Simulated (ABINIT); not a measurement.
A run of ABINIT 10.8.3 (patched build) is set up as follows.

run.abi

```
# Datasets: ground state, then fixed potential
ndtset 2

# Pseudopotentials
pp_dirpath "./"
pseudos "Ge.GGA_PBE-JTH.xml"

# Structure
acell 4.0006828887 4.0006828887 4.0006828887 Angstrom
rprim
     0.0000000000     0.7071067812     0.7071067812
     0.7071067812     0.0000000000     0.7071067812
     0.7071067812     0.7071067812     0.0000000000
ntypat 1
znucl 32
natom 2
typat 1 1
xred
     0.7500000000     0.7500000000     0.7500000000
     0.5000000000     0.5000000000     0.5000000000

# Plane-wave basis
ecut 544.227725 eV
pawecutdg 40.0

# Exchange and correlation
ixc 23

# Bands and occupations
occopt 3
tsmear 0.00183747

# SCF cycle
nstep 100

# Output
iomode 3
prtwf 0
prteig 0
prtebands 0
enunit 1
prtden1 1
prtvha1 1
prtvclmb1 1
prtpot1 1

# Dataset 1
kptopt1 1
ngkpt1 8 8 8
nshiftk1 1
shiftk1 0.0 0.0 0.0
nband1 18
tolvrs1 1.0e-9

# Dataset 2: bands along G-X-W-K-G-L-U-W-L-K
iscf2 -2
getden2 1
nband2 22
nbdbuf2 2
tolwfr2 1.0e-12
kptopt2 -9
ndivsm2 5
prteig2 1
kptbounds2
     0.0000000000     0.0000000000     0.0000000000
     0.5000000000     0.0000000000     0.5000000000
     0.5000000000     0.2500000000     0.7500000000
     0.3750000000     0.3750000000     0.7500000000
     0.0000000000     0.0000000000     0.0000000000
     0.5000000000     0.5000000000     0.5000000000
     0.6250000000     0.2500000000     0.6250000000
     0.5000000000     0.2500000000     0.7500000000
     0.5000000000     0.5000000000     0.5000000000
     0.3750000000     0.3750000000     0.7500000000
```

Potentials or basis: JTH PAW PBE v2.0.

The run is started by

```bash
$ abinit run.abi > log 2>&1
```

What does it give for the band gap on the k mesh?

None (metal or under the smearing width).

Levels at the corners of the path, in eV from the Fermi level:
```tsv
point	band 11	band 12	band 13	band 14	band 15	band 16	band 17	band 18
Γ	-12.82	-0.08	0.00	0.00	0.00	2.54	2.54	2.54
X	-8.93	-8.93	-3.10	-3.10	0.66	0.66	9.46	9.46
W	-8.83	-8.83	-3.95	-3.95	4.27	4.27	4.64	4.64
K	-9.40	-8.34	-4.38	-2.65	1.07	4.02	7.13	7.36
Γ	-12.82	-0.08	0.00	0.00	0.00	2.54	2.54	2.54
L	-10.73	-7.65	-1.41	-1.41	0.09	3.72	3.72	6.94
U	-9.40	-8.34	-4.38	-2.65	1.07	4.02	7.13	7.36
W	-8.83	-8.83	-3.95	-3.95	4.27	4.27	4.64	4.64
L	-10.73	-7.65	-1.41	-1.41	0.09	3.72	3.72	6.94
K	-9.40	-8.34	-4.38	-2.65	1.07	4.02	7.13	7.36
```

Caveat: this crystal is a semiconductor, whose small gap the functional closes, so the metal is an error of the method.

**Measured values to compare with.**

From “Temperature-dependent photoluminescence in Ge: experiment and theory”, 2020, arxiv:2003.00143, for a bulk crystal of Ge at 0 K: band gap 0.744 eV (indirect).

Measured gap of Ge: 0.744 eV (indirect; 0 K; “Temperature-dependent photoluminescence in Ge: experiment and theory”, 2020, arxiv:2003.00143). This calculation gives 0.00 eV (-0.74 eV). 3 values of this kind are on record (0.666 to 0.807 eV); this one was drawn at random among those near their median. Spin-orbit coupling on Ge is left out. The value is that of WC on a finite k mesh, which can miss the band edges, without temperature or zero-point motion. Semilocal functionals fall short of measured gaps as a rule.
